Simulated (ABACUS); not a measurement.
**MoS2 under changes of volume**

One of the cells (18.982 Å³/atom); the others are scaled copies at fixed shape and fractional positions:

```
Mo S
1.0
     3.22746    0.00000    0.00000
    -1.61373    2.79507    0.00000
     0.00000    0.00000    6.31247
Mo S
1 2
Cartesian
  0.0000 0.0000 3.1562
  1.6137 0.9317 4.7008
  0.0000 1.8634 1.6117
```

Measurements of this composition are mostly on another form, of space group No. 194.

```yaml
Program: ABACUS 3.10.1
Functional: PBE
Potentials_or_basis: PseudoDojo NC SR 0.4.1 PBE standard
Cutoff: 1102 eV
Density_cutoff: 4408 eV
Basis: plane waves
k_mesh: 9 × 9 × 4
Occupations: fermi-dirac, width 0.05 eV
Spin: no spin polarisation
```

```tsv
volume (Å³/atom)	energy over the lowest point (meV/atom)	pressure (GPa)	largest force (eV/Å)
17.843	39.89	10.6	1.368
18.222	?	?	?
18.602	5.95	4.0	0.625
18.982	0.00	1.1	0.294
19.361	0.41	-1.4	0.013
19.741	6.54	-3.7	0.298
20.120	17.79	-5.7	0.562
```

**Question.** What does the run at 18.222 Å³/atom give?

**Answer.** Energy over the lowest point 18.97 meV/atom; pressure 7.1 GPa; largest force 0.982 eV/Å.

Worked out: A Birch-Murnaghan fit of order 3 (a polynomial in V^(-2/3)) to the other rows has its minimum at 19.14 Å³/atom with B0 = V·E''(V) = 129 GPa and B' = 4.4 at fixed shape and positions, which overstates the stiffness. It gives 19.00 meV/atom at 18.222 Å³/atom, against the run's 18.97, and -dE/dV = 7.1 GPa, against 7.1.

Energies are extrapolated to zero smearing.

Caveats: this functional lacks dispersion, which binds the layers, so the pressure and a relaxed spacing across them are unreliable; forces of over 1 eV/Å show positions far from the minimum, so gaps and moduli don't describe the material at rest (some runs).
